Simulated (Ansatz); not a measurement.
## ZnAu (Pm-3m), a vibration from a frozen displacement

Theory: DFT PBE, scalar-relativistic, plane waves, PAW (Ansatz 0.2.0). Settings: plane waves to 420 eV, k-mesh 16×16×16 (Γ-centred), Gaussian smearing 0.15 eV. Spin–orbit coupling is left out, which matters for the heavy elements here. No spin polarisation. Energies are free energies at this smearing, counted from the undisturbed cell; pressure is positive in compression.

The starting cell (as given, not relaxed at this level; it stands at 4.8 GPa, and it needn't be the usual structure):

```xyz
2
Lattice="3.1470 0.0000 0.0000 0.0000 3.1470 0.0000 0.0000 0.0000 3.1470" Properties=species:S:1:pos:R:3 pbc="T T T"
Zn    1.5735    1.5735    1.5735
Au    0.0000    0.0000    0.0000
```

Every Zn atom is moved by x along the Cartesian unit vector (-1.000, 0.000, 0.000); the cell and all other atoms stay fixed. The cell's volume is 31.17 Å³; the moved atoms weigh 65.380 u together and the others 196.967 u. Some rows repeat others by symmetry and weren't run.

```csv
x (Å),ΔE (meV/cell),total force on the moved atoms along the move (eV/Å),pressure (GPa)
-0.5000,467.83,1.8364,17.0655
-0.4375,359.55,1.6266,14.3227
-0.3750,264.73,1.4060,11.8794
-0.3125,183.97,1.1772,9.7661
-0.2500,117.69,0.9430,8.0072
-0.1875,66.13,0.7067,6.6208
-0.1250,29.36,0.4703,5.6203
-0.0625,7.33,0.2347,5.0158
0.0000,0.00,0.0000,4.8135
0.0625,7.33,-0.2347,5.0158
0.1250,29.36,-0.4703,5.6203
0.1875,66.13,-0.7067,6.6208
0.2500,117.69,-0.9430,8.0072
0.3125,183.97,-1.1772,9.7661
0.3750,264.73,-1.4060,11.8794
0.4375,359.55,-1.6266,14.3227
0.5000,467.83,-1.8364,17.0655
```

Task: What frequency belongs to this motion?

Result: The force constant is k = −dF/dx = 3.755 eV/Å², from the parabola through x = -0.0625, 0 and 0.0625. In every cell the moved atoms swing against the rest, so the mass is μ = m₁m₂/(m₁ + m₂) = 49.086 u, and ν̃ = 521.5 cm⁻¹ × √(|k|/μ) = 144 cm⁻¹, at this cell's pressure of 4.8 GPa. To first order in x, and within 1 %, the force on every atom lies along the move and, within each of the two groups, in proportion to the atom's mass, so this is itself a mode at the zone centre of this cell.

Task: How far does the harmonic law reach?

Result: At x = -0.500 Å, kx²/2 = 469.40 meV against the computed 467.83 meV (-0.3 %): the well is still close to harmonic there.

Task: The pressure changes with x². What does that say about the frequency under compression?

Result: With E = k(V)x²/2, k ∝ V^(−2γ) and x scaling with the cell as V^(1/3), P − P0 = −∂E/∂V = (2γ − 2/3) ΔE/V. At x = 0.1250 Å, V(P − P0) = 31.17 × 0.80675 / 160.2 eV = 156.94 meV and ΔE = 29.36 meV, so γ = 1/3 + V(P − P0)/(2ΔE) = 3.01. This is the Grüneisen parameter of the motion under uniform scaling of the cell: shrinking the cell evenly by 1 % in volume raises the frequency by about 3.01 %.

In a metal these slopes depend on the k mesh and the smearing.